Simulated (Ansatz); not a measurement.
# GaN: the cost of one run

Computed with Ansatz 0.2.0 (DFT PBEsol, scalar-relativistic, plane waves, PAW, unless a step's input says otherwise).

The COD entry's cell or inner coordinates are ideal or old and differ from later refinements, so a difference from it is no clean test against experiment.

6 further runs of the same task are left out: 1 that didn't finish, 5 set aside as unsound or not needed.

## (1) Starting point

It takes space group P6_3mc (No. 186, hexagonal). Conventional cell: a = 3.183 Å, b = 3.183 Å, c = 5.185 Å, α = 90.00°, β = 90.00°, γ = 120.00°. Around Ga (site symmetry 3m) lie 4 N at 1.95 Å. Around N (site symmetry 3m) lie 4 Ga at 1.95 Å.

As a file:

```cif
data_structure
_symmetry_space_group_name_H-M 'P 1'
_symmetry_Int_Tables_number 1
_cell_length_a 3.1826
_cell_length_b 3.1826
_cell_length_c 5.1854
_cell_angle_alpha 90.000
_cell_angle_beta 90.000
_cell_angle_gamma 120.000
_cell_volume 45.49
loop_
_atom_site_label
_atom_site_type_symbol
_atom_site_fract_x
_atom_site_fract_y
_atom_site_fract_z
_atom_site_occupancy
Ga1 Ga 0.33333 0.66667 0.99919 1
Ga2 Ga 0.66667 0.33333 0.49919 1
N1 N 0.33333 0.66667 0.37581 1
N2 N 0.66667 0.33333 0.87581 1
```

This cell was relaxed beforehand with the same method: volume 11.37 Å³/atom, gap on the mesh 1.88 eV.

## (2) Zone-centre modes, without Raman tensors

input.yaml

```yaml
crystal:
  lattice:
    - [3.1825784917, 0.0, 0.0]
    - [-1.5912892459, 2.7561938234, 0.0]
    - [0.0, 0.0, 5.1854260794]
  atoms:
    - { symbol: Ga, position: [0.3333333333, 0.6666666667, -0.000805893] }
    - { symbol: Ga, position: [0.6666666667, 0.3333333333, 0.499194107] }
    - { symbol: "N", position: [0.3333333333, 0.6666666667, 0.375805893] }
    - { symbol: "N", position: [0.6666666667, 0.3333333333, 0.875805893] }
basis:
  ecutwfc: 420
kpoints:
  mp_grid: { grid: [12, 12, 6] }
hamiltonian:
  xc: pbesol
scf:
  occupations: { method: fixed }
output:
  eigenvalues: true
phonons:
  method: dfpt
  dielectric: true
  rigid_motions: translations
  eigenvectors: true
```

Command:

```bash
ansatz run input.yaml --threads 1 --pin off --max-ram 3072MiB --backend cpu --events-out ev --progress --plain --runs-dir out
```

Q: Estimate wall time and peak memory on 1 thread of Intel Xeon Platinum 8259CL at 2.50GHz (Skylake/Cascade Lake), shared host.

About 5.4 min, with a peak of 1.8 GiB.
